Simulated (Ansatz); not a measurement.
## HfO2: band structure with PBEsol

The system is HfO2.

```
CELL_PARAMETERS angstrom
0.00000 2.55750 2.55750
2.55750 0.00000 2.55750
2.55750 2.55750 0.00000
ATOMIC_POSITIONS crystal
Hf 0.00000 0.00000 0.00000
O 0.75000 0.75000 0.75000
O 0.25000 0.25000 0.25000
```

Measurements of this composition are mostly on another form, of space group No. 14.

| Property | Result |
| --- | --- |
| Program | Ansatz 0.2.0 |
| Task | band structure |
| Functional | PBEsol |
| Potentials or basis | Ansatz PAW |
| Cutoff | 420 eV (not typed: the program's choice for these potentials) |
| k mesh | 9 × 9 × 9 |
| Occupations | fermi-dirac, width 0.05 eV |
| Spin | no spin polarisation |
| Path | [["G", "X", "W", "K", "G", "L", "U", "W", "L", "K"], ["U", "X"]] |
| Points for each segment of the path | 14 |

The pressure is -10.2 GPa and the band gap on the k mesh is 3.70 eV, indirect (least direct gap 3.82 eV). The band gap along the path is 3.59 eV, direct.

Levels at the corners of the path, in eV from the valence-band top:
| point | band 15 | band 16 | band 17 | band 18 | band 19 | band 20 | band 21 | band 22 | band 23 | band 24 |
| --- | --- | --- | --- | --- | --- | --- | --- | --- | --- | --- |
| Γ | -5.29 | -5.29 | -0.61 | -0.61 | -0.61 | 3.72 | 3.72 | 5.39 | 10.10 | 10.10 |
| X | -3.45 | -3.45 | -1.55 | -1.55 | 0.00 | 3.59 | 5.30 | 6.36 | 7.90 | 7.90 |
| W | -5.05 | -2.56 | -2.56 | -1.42 | -0.20 | 4.62 | 4.95 | 6.81 | 6.81 | 8.05 |
| K | -4.01 | -3.34 | -2.24 | -1.35 | -0.34 | 4.12 | 5.22 | 6.64 | 7.27 | 8.17 |
| Γ | -5.29 | -5.29 | -0.61 | -0.61 | -0.61 | 3.72 | 3.72 | 5.39 | 10.10 | 10.10 |
| L | -4.27 | -3.10 | -2.71 | -1.83 | -1.83 | 4.43 | 4.43 | 6.71 | 8.70 | 9.08 |
| U | -4.01 | -3.34 | -2.24 | -1.35 | -0.34 | 4.12 | 5.22 | 6.64 | 7.27 | 8.17 |
| W | -5.05 | -2.56 | -2.56 | -1.42 | -0.20 | 4.62 | 4.95 | 6.81 | 6.81 | 8.05 |
| L | -4.27 | -3.10 | -2.71 | -1.83 | -1.83 | 4.43 | 4.43 | 6.71 | 8.70 | 9.08 |
| K | -4.01 | -3.34 | -2.24 | -1.35 | -0.34 | 4.12 | 5.22 | 6.64 | 7.27 | 8.17 |
| U | -4.01 | -3.34 | -2.24 | -1.35 | -0.34 | 4.12 | 5.22 | 6.64 | 7.27 | 8.17 |
| X | -3.45 | -3.45 | -1.55 | -1.55 | 0.00 | 3.59 | 5.30 | 6.36 | 7.90 | 7.90 |

Run time: 0.85 s on 2 threads of AMD EPYC 9B45 (Zen 5), with other jobs on the host, peak memory 0.39 GiB.

Caveat: the k mesh misses the band edges, so the gap on the mesh is wider than the one along the path; the pressure holds a Pulay correction of +0.9 GPa for the finite cutoff; spin-orbit coupling is left out, which moves the levels of the heavy elements; the PAW data sets come from PBE, with cores solved anew for the run's functional, which leaves a small shift of forces and pressure.
